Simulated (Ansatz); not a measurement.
**BaTiO$_{3}$, a database entry at a rescaled volume**

```yaml
crystal:
  lattice:
    - [4.01345, 0.01142, 4.00196]
    - [0.01145, 4.00198, 0.00000]
    - [3.99054, -0.01142, -4.00196]
  atoms:
    - { symbol: Ba, position: [0.00000, 0.00000, 0.00000] }
    - { symbol: Ba, position: [0.50000, 0.00000, 0.50000] }
    - { symbol: Ti, position: [0.48930, 0.48930, 0.00000] }
    - { symbol: Ti, position: [0.98930, 0.48930, 0.50000] }
    - { symbol: O, position: [0.26565, 0.51130, 0.24565] }
    - { symbol: O, position: [0.76565, 0.51130, 0.74565] }
    - { symbol: O, position: [0.26565, 0.51130, 0.75435] }
    - { symbol: O, position: [0.76565, 0.51130, 0.25435] }
    - { symbol: O, position: [0.01130, 0.02000, 0.50000] }
    - { symbol: O, position: [0.51130, 0.02000, 0.00000] }
```

Single point in Ansatz 0.2.0 with r2SCAN, with U_eff = 5.4 eV on Ti d, U_eff = 6.68 eV on O p (all-electron-ortho-atomic projectors), no spin polarisation. Cutoff 500 eV, PAW datasets, 5×6×5 Γ-centred k mesh, fermi-dirac filling (width 0.0657 eV).

**Band edges.** Within 0.7 eV of the edges, the states project mainly on O p (93 %) below the gap and on Ti d (90 %) above it.
**Stress.** The pressure is 3.8 GPa (compression positive), so with the atoms held at these fractions the cell would first expand; the forces are large, so a full relaxation may end otherwise.
**Charges.** Bader charges in e: Ba +1.64, Ti +2.71, O -1.45. In the mean Ti gives up most and O takes most.
**Electronic structure.** The gap on the k mesh is 4.48 eV; the mesh may miss the band edges, so the true gap of this level can be smaller.

Origin: a database entry at a rescaled volume. Caveats: an odd or shifted mesh can miss the band edges, so this level's true gap may be smaller.
